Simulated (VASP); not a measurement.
Runs of VASP 6.6.1 on InP. The structure is cubic, space group Fm-3m (No. 225). The conventional cell has a = 5.537 Å, b = 5.537 Å, c = 5.537 Å, α = 90.00°, β = 90.00°, γ = 90.00°. Around In (site symmetry m-3m) lie 6 P at 2.77 Å. P (site symmetry m-3m) has 6 In at 2.77 Å as nearest neighbours. Measurements of this composition are mostly on another form, of space group No. 216.

```tsv
task	cell	k mesh	cutoff (eV)	smearing	gap on the mesh (eV)	pressure (GPa)	relaxed volume (Å³/atom)
single point	Fm-3m, 21.22 Å³/atom	12 × 12 × 12	520	gaussian 0.1 eV	none	0.0	-
relaxation of cell and atoms	relaxed	12 × 12 × 12	600	gaussian 0.1 eV	none	0.0	21.23
single point	Fm-3m, 21.26 Å³/atom	14 × 14 × 14	520	gaussian 0.1 eV	none	0.0	-
relaxation of cell and atoms	relaxed	14 × 14 × 14	600	gaussian 0.1 eV	none	0.0	(a)
single point	Fm-3m, 21.26 Å³/atom	20 × 20 × 20	520	gaussian 0.15 eV	none	-0.1	-
```

Alike in all rows: level PBE; potentials or basis VASP PAW PBE potentials, release 64 (In_d, P); no spin polarisation.

**Question.** Estimate the missing entries.

**Answer.** (a) 21.27.

A k mesh can miss the band edges, and the runs leave out spin-orbit coupling on In.

A gap of «none» marks a metal or a gap under the smearing width.
